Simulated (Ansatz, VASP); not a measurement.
SnO2: VASP beside Ansatz

INCAR

```
PREC = Accurate
ENCUT = 520
EDIFF = 1E-6
ISMEAR = 0
SIGMA = 0.05
LREAL = False
LASPH = True
NELM = 100
ALGO = Normal
ISIF = 2
LWAVE = False
LCHARG = True
LELF = True
LVHAR = True
NBANDS = 35
```

KPOINTS

```
Automatic mesh
0
Gamma
  6 6 8
```

File POSCAR:

```
SnO2
1.0
    4.8629096204      0.0000000000      0.0000000000
    0.0000000000      4.8659738742      0.0000000000
    0.0000000000      0.0000000000      3.0943188179
Sn O
2 4
Direct
    0.5000000000      0.5000000000      0.5000000000
    0.0000000000      0.0000000000      0.0000000000
    0.3055669685      0.3065721192      0.0000000000
    0.8055669685      0.1934278808      0.5000000000
    0.1944330315      0.8065721192      0.5000000000
    0.6944330315      0.6934278808      0.0000000000
```

Input for Ansatz:

```yaml
crystal:
  lattice:
    - [4.8629096204, 0.0, 0.0]
    - [0.0, 4.8659738742, 0.0]
    - [0.0, 0.0, 3.0943188179]
  atoms:
    - { symbol: Sn, position: [0.5, 0.5, 0.5] }
    - { symbol: Sn, position: [0.0, 0.0, 0.0] }
    - { symbol: O, position: [0.3055669685, 0.3065721192, 0.0] }
    - { symbol: O, position: [0.8055669685, 0.1934278808, 0.5] }
    - { symbol: O, position: [0.1944330315, 0.8065721192, 0.5] }
    - { symbol: O, position: [0.6944330315, 0.6934278808, 0.0] }
basis:
  ecutwfc: 420
kpoints:
  mp_grid: { grid: [6, 6, 8] }
hamiltonian:
  xc: lda
scf:
  occupations: { method: gaussian, width: 0.05 }
output:
  forces: true
  stress: true
  eigenvalues: true
```

Change from the starting cell: strain +0.030 along x and y, -0.030 along z, atoms carried along.

Alike in both runs: task single point; functional LDA; k mesh 6 × 6 × 8; occupations gaussian, width 0.05 eV; no spin polarisation.

|  | VASP | Ansatz |
| --- | --- | --- |
| version | VASP 6.6.1 | Ansatz 0.2.0 |
| potentials or method | VASP PAW LDA potentials, release 64 (Sn_d, O) | scalar-relativistic, plane waves, PAW |
| plane-wave cutoff (eV) | 520 | 420 |
| valence electrons in the cell | 52 | 52 |

```tsv
	VASP	Ansatz	Ansatz less VASP
gap on the k mesh at the Fermi level (eV)	1.07	1.05	-0.028
least direct gap on the mesh (eV)	1.07	1.05	-0.028
pressure (GPa)	-2.1	-3.1	-1.01
largest component of the traceless stress (GPa)	8.47	8.04	-0.433
rms of the force components (eV/Å)	0.040	0.018	-0.0219
```

Atom by atom the forces differ by 0.022 eV/Å (rms over components).

Caveats: spin-orbit coupling is left out, which moves the levels of the heavy elements.
